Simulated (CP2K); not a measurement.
The system is Sb.

```
CELL_PARAMETERS angstrom
4.50666 0.00000 0.00000
2.44723 3.78432 0.00000
2.44723 1.33179 3.54223
ATOMIC_POSITIONS crystal
Sb 0.76651 0.76651 0.76651
Sb 0.23349 0.23349 0.23349
```

Base run:

```yaml
Program: CP2K 2026.2
Functional: LDA
Potentials_or_basis: POTENTIAL_UZH Sb GTH-PBE-q5; TZVP-MOLOPT-PBE-GTH basis
Density_cutoff: 9184 eV
k_mesh: 8 × 8 × 8
Occupations: fermi-dirac, width 0.05 eV
Spin: no spin polarisation
```

Its results: band gap on the k mesh none (metal or under the smearing width); pressure 2.6 GPa; largest force 0.335 eV/Å.

Task: After a change of settings the same cell gave: band gap on the k mesh none (metal or under the smearing width); pressure 4.1 GPa; largest force 0.158 eV/Å. Which change was it?
A. functional from LDA to TPSS
B. functional from LDA to OLYP
C. functional from LDA to PBEsol; density cutoff from 9184 eV to 6123 eV; cutoff of the grids from 675 Ry to 450 Ry

Result: A.

Caveats: the potentials were made for another functional, which shifts forces and pressure; the basis of atomic orbitals isn't converged, which shifts pressures, moduli and gaps.

Not every run made on this cell is shown here.
